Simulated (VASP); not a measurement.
# SnTe (Fm-3m) in VASP: settings compared, part 2 of 3

VASP 6.6.1.

**3. Born charges, PBE**

This run uses another cell than the first one: it holds 2 atoms, not 8.

The input, INCAR:

```
SYSTEM = SnTe
PREC = Accurate
ENCUT = 520
EDIFF = 1E-8
ISMEAR = 0
SIGMA = 0.02
LREAL = .False.
LASPH = .True.
NELM = 80
ALGO = Normal
ISIF = 2
LWAVE = .False.
LCHARG = .False.
GGA = PE
LEPSILON = .True.
IBRION = 8
```

The input, KPOINTS:

```
regular mesh
0
Gamma
  7 7 7
  0 0 0
```

The input, POSCAR:

```
SnTe
1.0
    0.0000000000      3.1508500000      3.1508500000
    3.1508500000      0.0000000000      3.1508500000
    3.1508500000      3.1508500000      0.0000000000
Te Sn
1 1
Direct
    0.5000000000      0.5000000000      0.5000000000
    0.0000000000      0.0000000000      0.0000000000
```

Potentials or basis: VASP PAW PBE potentials, release 64 (Te, Sn_d).

Run with:

```console
> cat potpaw_PBE.64/Te/POTCAR potpaw_PBE.64/Sn_d/POTCAR > POTCAR
> mpirun -np 1 vasp_std > vasp.out
```

OUTCAR:

```text
SYSTEM = SnTe
   PREC = Accurate
   ENCUT = 520
   EDIFF = 1E-8
   ISMEAR = 0
   LREAL = .False.
   LASPH = .True.
   NELM = 80
   ISIF = 2
   GGA = PE
   LEPSILON = .True.
   IBRION = 8

 ion  position               nearest neighbor table
   1  0.500  0.500  0.500-   2 3.15   2 3.15   2 3.15   2 3.15   2 3.15   2 3.15
   2  0.000  0.000  0.000-   1 3.15   1 3.15   1 3.15   1 3.15   1 3.15   1 3.15

  LATTYP: Found a face centered cubic cell.
 ALAT       =     6.3017000000

  Lattice vectors:

 A1 = (   0.0000000000,   3.1508500000,   3.1508500000)
 A2 = (   3.1508500000,   0.0000000000,   3.1508500000)
 A3 = (   3.1508500000,   3.1508500000,   0.0000000000)

Analysis of symmetry for initial positions (statically):
=====================================================================
 Subroutine PRICEL returns:
 Original cell was already a primitive cell.

 Routine SETGRP: Setting up the symmetry group for a
 face centered cubic supercell.

 Subroutine GETGRP returns: Found 48 space group operations
 (whereof 48 operations were pure point group operations)
 out of a pool of 48 trial point group operations.

The static configuration has the point symmetry O_h .

Analysis of symmetry for dynamics (positions and initial velocities):
=====================================================================
 Subroutine PRICEL returns:
 Original cell was already a primitive cell.

 Routine SETGRP: Setting up the symmetry group for a
 face centered cubic supercell.

 Subroutine GETGRP returns: Found 48 space group operations
 (whereof 48 operations were pure point group operations)
 out of a pool of 48 trial point group operations.

The dynamic configuration has the point symmetry O_h .

 Subroutine INISYM returns: Found 48 space group operations
 (whereof 48 operations are pure point group operations),
 and found     1 'primitive' translations

----------------------------------------------------------------------------------------

                                     Primitive cell

  volume of cell :      62.5624

  direct lattice vectors                    reciprocal lattice vectors
     0.000000000  3.150850000  3.150850000    -0.158687338  0.158687338  0.158687338
     3.150850000  0.000000000  3.150850000     0.158687338 -0.158687338  0.158687338
     3.150850000  3.150850000  0.000000000     0.158687338  0.158687338 -0.158687338

  length of vectors
     4.455974803  4.455974803  4.455974803     0.274854533  0.274854533  0.274854533

  position of ions in fractional coordinates (direct lattice)
[... 527 lines left out ...]
     0.01645  0.00000  0.00000
     0.00000  0.01645 -0.00000
     0.00000 -0.00000 -0.02179

--------------------------------------- Ionic step        4  -------------------------------------------

------------------------ aborting loop because EDIFF is reached ----------------------------------------

[... ionic steps 5 to 6 ...]

--------------------------------------- Ionic step        7  -------------------------------------------

 Free energy of the ion-electron system (eV)
  ---------------------------------------------------
  ---------------------------------------------------
  free energy    TOTEN  =        -0.21973558 eV

  energy without entropy =       -0.21973558

------------------------ aborting loop because EDIFF is reached ----------------------------------------

 INTERNAL STRAIN TENSOR  FOR ION    2  DIRECTION 1   (eV/Angst):
 -----------------------------------------------------------------------------
     0.02269 -0.00000  0.00000
     0.00000  0.00502 -0.00000
    -0.00000 -0.00000  0.00502

 MACROSCOPIC STATIC DIELECTRIC TENSOR (including local field effects in DFT)
 ------------------------------------------------------
          54.261782    -0.000000     0.000000
          -0.000000    54.261782     0.000000
          -0.000000     0.000000    54.261782
 ------------------------------------------------------

 PIEZOELECTRIC TENSOR (including local field effects)  for field in x, y, z        (e  Angst)
          XX          YY          ZZ          XY          YZ          ZX
  --------------------------------------------------------------------------------
  x     0.00000     0.00000     0.00000     0.00000     0.00000     0.00000
  y     0.00000     0.00000     0.00000     0.00000     0.00000     0.00000
  z     0.00000     0.00000     0.00000     0.00000     0.00000     0.00000

 PIEZOELECTRIC TENSOR (including local field effects)  for field in x, y, z        (C/m^2)
          XX          YY          ZZ          XY          YZ          ZX
  --------------------------------------------------------------------------------
  x     0.00000     0.00000     0.00000     0.00000     0.00000     0.00000
  y     0.00000     0.00000     0.00000     0.00000     0.00000     0.00000
  z     0.00000     0.00000     0.00000     0.00000     0.00000     0.00000

 BORN EFFECTIVE CHARGES (including local field effects) (in |e|, cummulative output)
 ---------------------------------------------------------------------------------
 ion    1
    1    -7.27967     0.00000     0.00000
    2     0.00000    -7.27967     0.00000
    3     0.00000     0.00000    -7.27967
 ion    2
    1     7.27967     0.00000     0.00000
    2     0.00000     7.27967     0.00000
    3     0.00000     0.00000     7.27967

 INTERNAL STRAIN TENSOR FOR ION    2 for displacements in x,y,z  (eV/Angst):
          X           Y           Z          XY          YZ          ZX
  --------------------------------------------------------------------------------
  x     0.00000     0.00000     0.00000     0.00000     0.00000     0.00000
  y     0.00000     0.00000     0.00000     0.00000     0.00000     0.00000
  z     0.00000     0.00000     0.00000     0.00000     0.00000     0.00000

 SECOND DERIVATIVES (NOT SYMMETRIZED)
 ------------------------------------
               1X          1Y          1Z          2X          2Y          2Z
  1X    -0.208302    0.000000    0.000000    0.208302    0.000000    0.000000
  1Y     0.000000   -0.208302    0.000000    0.000000    0.208302    0.000000
  1Z     0.000000    0.000000   -0.208302    0.000000    0.000000    0.208302
  2X     0.202304    0.000000    0.000000   -0.202304    0.000000    0.000000
  2Y     0.000000    0.202304    0.000000    0.000000   -0.202304    0.000000
  2Z     0.000000    0.000000    0.202304    0.000000    0.000000   -0.202304

 Eigenvectors and eigenvalues of the dynamical matrix
 ----------------------------------------------------

   1 f  =    0.903061 THz     5.674101 2PiTHz   30.122882 cm-1     3.734760 meV
             X         Y         Z           dx          dy          dz
      3.150850  3.150850  3.150850     0.643831    0.273376   -0.000000
      0.000000  0.000000  0.000000    -0.657822   -0.279317    0.000000
[... 21 lines left out ...]
   6 f/i=    0.006594 THz     0.041433 2PiTHz    0.219959 cm-1     0.027271 meV
             X         Y         Z           dx          dy          dz
      3.150850  3.150850  3.150850     0.008166    0.355071    0.620166
      0.000000  0.000000  0.000000     0.007992    0.347519    0.606975

--------------------------------------------------------------------------------------------------------

 MACROSCOPIC STATIC DIELECTRIC TENSOR IONIC CONTRIBUTION
 ------------------------------------------------------
         746.509641     0.000000     0.000000
          -0.000000   746.509641    -0.000000
           0.000000    -0.000000   746.509641
 ------------------------------------------------------

 ELASTIC MODULI CONTR FROM IONIC RELAXATION (kBar)
 Direction    XX          YY          ZZ          XY          YZ          ZX
 --------------------------------------------------------------------------------
 XX           0.0000      0.0000      0.0000      0.0000      0.0000      0.0000
 YY           0.0000      0.0000      0.0000      0.0000      0.0000      0.0000
 ZZ           0.0000      0.0000      0.0000      0.0000      0.0000      0.0000
 XY           0.0000      0.0000      0.0000      0.0000      0.0000      0.0000
 YZ           0.0000      0.0000      0.0000      0.0000      0.0000      0.0000
 ZX           0.0000      0.0000      0.0000      0.0000      0.0000      0.0000
 --------------------------------------------------------------------------------

 PIEZOELECTRIC TENSOR IONIC CONTR  for field in x, y, z        (C/m^2)
          XX          YY          ZZ          XY          YZ          ZX
  --------------------------------------------------------------------------------
  x     0.00000     0.00000     0.00000     0.00000     0.00000     0.00000
  y     0.00000     0.00000     0.00000     0.00000     0.00000     0.00000
  z     0.00000     0.00000     0.00000     0.00000     0.00000     0.00000
```

OSZICAR:

```text
N       E                     dE             d eps       ncg     rms          rms(c)
DAV:   1     0.125754538066E+03    0.12575E+03   -0.97560E+03   566   0.164E+03
DAV:   2     0.387385105512E+01   -0.12188E+03   -0.11986E+03   584   0.376E+02
DAV:   3    -0.727287256195E+01   -0.11147E+02   -0.10986E+02   722   0.101E+02
[... 12 lines left out ...]
RMM:  12    -0.219735744392E+00    0.44478E-06    0.14895E-07  2043   0.128E-04    0.590E-05
RMM:  13    -0.219735655642E+00    0.88749E-07    0.69557E-08  2264   0.596E-05    0.136E-05
RMM:  14    -0.219735611570E+00    0.44072E-07    0.22003E-08  2227   0.278E-05    0.327E-05
RMM:  15    -0.219735586136E+00    0.25434E-07    0.13138E-08  1921   0.144E-05    0.583E-06
RMM:  16    -0.219735575843E+00    0.10293E-07    0.62558E-09  1672   0.810E-06    0.131E-06
RMM:  17    -0.219735580269E+00   -0.44257E-08    0.33627E-09  1229   0.467E-06    0.393E-07
 Linear response finished
```

It took 3.4 min on 1 thread of Intel Xeon 6975P-C (Granite Rapids), shared host; peak memory 0.3 GiB.

What came out:

```
Highest phonon frequency at Γ, LO-TO splitting left out : 30 cm⁻¹
```

Phonon frequencies in cm⁻¹ (negative: imaginary):
```csv
q point,frequencies
"(0.000, 0.000, 0.000)",0 0 0 30 30 30
```

Caveat: the gap is small at this level, which inflates the dielectric constant; this odd mesh misses L, where the gap lies, so gap, dielectric constants and Born charges aren't listed.

**4. Optical spectrum, PBE**

This run uses another cell than the first one: it holds 2 atoms, not 8.

The input, INCAR:

```
ALGO     = Normal         # electronic algorithm
CSHIFT   = 0.1          
EDIFF    = 1E-6           # SCF threshold, eV
ENCUT    = 520            # plane-wave cutoff, eV
GGA      = PE             # functional
ISIF     = 2              # what is computed and relaxed
ISMEAR   = 0              # smearing method
LASPH    = T              # aspherical terms in the spheres
LCHARG   = F              # write CHGCAR
LOPTICS  = T              # frequency-dependent dielectric function
LREAL    = F              # projectors in reciprocal space
LWAVE    = F              # write WAVECAR
NBANDS   = 34             # bands
NEDOS    = 1000           # points of the DOS
NELM     = 60             # most SCF steps
PREC     = Accurate       # precision mode
SIGMA    = 0.02           # smearing width, eV
```

The input, KPOINTS:

```
k-points
0
Gamma
  7 7 7
```

POSCAR is that of step 3.

Potentials or basis: VASP PAW PBE potentials, release 64 (Te, Sn_d).

Run with:

```console
> cat potpaw_PBE.64/Te/POTCAR potpaw_PBE.64/Sn_d/POTCAR > POTCAR
> mpirun -np 1 vasp_std > vasp.out
```

OUTCAR:

```text
EDIFF = 1E-6
   ENCUT = 520
   GGA = PE
   ISIF = 2
   ISMEAR = 0
   LASPH = T
   LREAL = F
   NELM = 60
   PREC = Accurate

 ion  position               nearest neighbor table
   1  0.500  0.500  0.500-   2 3.15   2 3.15   2 3.15   2 3.15   2 3.15   2 3.15
   2  0.000  0.000  0.000-   1 3.15   1 3.15   1 3.15   1 3.15   1 3.15   1 3.15

  LATTYP: Found a face centered cubic cell.
 ALAT       =     6.3017000000

  Lattice vectors:

 A1 = (   0.0000000000,   3.1508500000,   3.1508500000)
 A2 = (   3.1508500000,   0.0000000000,   3.1508500000)
 A3 = (   3.1508500000,   3.1508500000,   0.0000000000)

[... 721 lines left out ...]
     0.56152    14.69954    14.69954    14.69954    -0.00000    -0.00000     0.00000
     1.12305    81.86233    81.86233    81.86233    -0.00000     0.00000     0.00000
     1.68457    42.16790    42.16790    42.16790    -0.00000    -0.00000     0.00000
     2.24610    60.20419    60.20419    60.20419     0.00000    -0.00000     0.00000
     2.80762     8.87372     8.87372     8.87372    -0.00000    -0.00000     0.00000
[... 92 lines left out ...]
    55.02944     0.00053     0.00053     0.00053    -0.00000    -0.00000     0.00000
    55.59097     0.00050     0.00050     0.00050    -0.00000    -0.00000     0.00000

  frequency dependent      REAL DIELECTRIC FUNCTION (independent particle, no local field effects) density-density
     E(ev)        X           Y           Z          XY          YZ          ZX
  --------------------------------------------------------------------------------------------------------------
     0.00000    54.98801    54.98801    54.98801    -0.00000    -0.00000     0.00000
     0.56152    74.54256    74.54256    74.54256    -0.00000    -0.00000     0.00000
     1.12305   -27.72423   -27.72423   -27.72423     0.00000    -0.00000    -0.00000
     1.68457    48.04110    48.04110    48.04110     0.00000    -0.00000     0.00000
     2.24610    -5.87339    -5.87339    -5.87339     0.00000     0.00000    -0.00000
     2.80762   -14.82417   -14.82417   -14.82417     0.00000     0.00000    -0.00000
[... 92 lines left out ...]
    55.02944     0.89265     0.89265     0.89265     0.00000     0.00000    -0.00000
    55.59097     0.89556     0.89556     0.89556     0.00000     0.00000    -0.00000

  frequency dependent IMAGINARY DIELECTRIC FUNCTION (independent particle, no local field effects) current-current
     E(ev)      X         Y         Z        XY        YZ        ZX
  --------------------------------------------------------------------------------------------------------------
     0.00000   191.34589   191.34589   191.34589     0.00000     0.00000    -0.00000
     0.56152    40.41122    40.41122    40.41122     0.00000     0.00000     0.00000
     1.12305    75.03154    75.03154    75.03154     0.00000     0.00000    -0.00000
     1.68457    47.60178    47.60178    47.60178     0.00000     0.00000    -0.00000
     2.24610    59.66672    59.66672    59.66672     0.00000     0.00000     0.00000
     2.80762     7.72937     7.72937     7.72937    -0.00000     0.00000     0.00000
[... 92 lines left out ...]
    55.02944     0.00014     0.00014     0.00014     0.00000    -0.00000    -0.00000
    55.59097     0.00013     0.00013     0.00013     0.00000    -0.00000    -0.00000

  frequency dependent      REAL DIELECTRIC FUNCTION (independent particle, no local field effects) current-current
     E(ev)        X           Y           Z          XY          YZ          ZX
  --------------------------------------------------------------------------------------------------------------
     0.00000    52.80769    52.80769    52.80769     0.00000     0.00000    -0.00000
     0.56152    68.57207    68.57207    68.57207     0.00000     0.00000    -0.00000
     1.12305   -41.34156   -41.34156   -41.34156    -0.00000    -0.00000     0.00000
     1.68457    43.10389    43.10389    43.10389    -0.00000    -0.00000     0.00000
     2.24610   -11.12755   -11.12755   -11.12755    -0.00000    -0.00000     0.00000
     2.80762   -15.36310   -15.36310   -15.36310    -0.00000    -0.00000    -0.00000
[... 92 lines left out ...]
    55.02944     0.89288     0.89288     0.89288    -0.00000    -0.00000     0.00000
    55.59097     0.89579     0.89579     0.89579    -0.00000    -0.00000     0.00000
```

OSZICAR:

```text
N       E                     dE             d eps       ncg     rms          rms(c)
DAV:   1     0.169565076227E+03    0.16957E+03   -0.75425E+03  1642   0.677E+02
DAV:   2     0.162813158056E+02   -0.15328E+03   -0.14092E+03  1440   0.276E+02
DAV:   3    -0.677189919355E+01   -0.23053E+02   -0.22730E+02  1622   0.640E+01
DAV:   4    -0.757860393322E+01   -0.80670E+00   -0.80591E+00  1680   0.124E+01
DAV:   5    -0.759587444424E+01   -0.17271E-01   -0.17268E-01  1776   0.191E+00    0.472E+00
DAV:   6    -0.754586133816E+01    0.50013E-01   -0.73277E-02  2042   0.113E+00    0.290E+00
DAV:   7    -0.754670546160E+01   -0.84412E-03   -0.29104E-02  1902   0.519E-01    0.819E-01
DAV:   8    -0.754720132197E+01   -0.49586E-03   -0.39898E-03  1906   0.305E-01    0.118E-01
DAV:   9    -0.754723408368E+01   -0.32762E-04   -0.15398E-04  1668   0.487E-02    0.607E-02
DAV:  10    -0.754727584906E+01   -0.41765E-04   -0.33207E-05  1642   0.271E-02    0.281E-02
DAV:  11    -0.754728079170E+01   -0.49426E-05   -0.71452E-06  1584   0.870E-03    0.267E-03
DAV:  12    -0.754728134669E+01   -0.55499E-06   -0.91669E-07  1626   0.573E-03
   1 F= -.75472813E+01 E0= -.75472813E+01  d E =-.142978E-21
 imaginary and real dielectric function
```

It took 18 s on 1 thread of Intel Xeon 6975P-C (Granite Rapids), shared host; peak memory 0.23 GiB.

Results:

| Quantity | Value |
| --- | --- |
| Free energy | -7.5473 eV |
| Pressure | 2.2 GPa |

Levels at points of the mesh, in eV from the Fermi level:
```tsv
k point	band 8	band 9	band 10	band 11	band 12	band 13
(0.00, 0.00, 0.00)	-2.03	-2.03	-2.03	3.46	3.46	3.46
```

Dielectric function (mean over the directions given):
```tsv
energy (eV)	real part	imaginary part
0.28	58.64	3.07
1.29	-8.40	22.60
2.30	-21.98	57.89
3.37	-13.18	7.47
4.38	-4.42	3.62
5.45	-1.39	5.46
6.46	-2.80	5.20
7.52	-2.99	2.64
8.54	-2.75	1.49
9.60	-1.61	1.48
10.61	-0.92	0.78
11.68	-0.85	0.40
12.69	-0.31	0.47
13.76	-0.30	0.30
14.77	-0.05	0.35
15.84	0.05	0.19
16.85	0.15	0.15
17.91	0.32	0.10
18.92	0.44	0.12
19.99	0.49	0.08
```

Caveat: this odd mesh misses L, where the gap lies, so gap, dielectric constants and Born charges aren't listed; spectra need much finer meshes, so this one isn't converged; independent-particle spectra lack excitons. Spin-orbit coupling is left out, which matters for the levels of Te.

(Continued in part 3 of 3.)
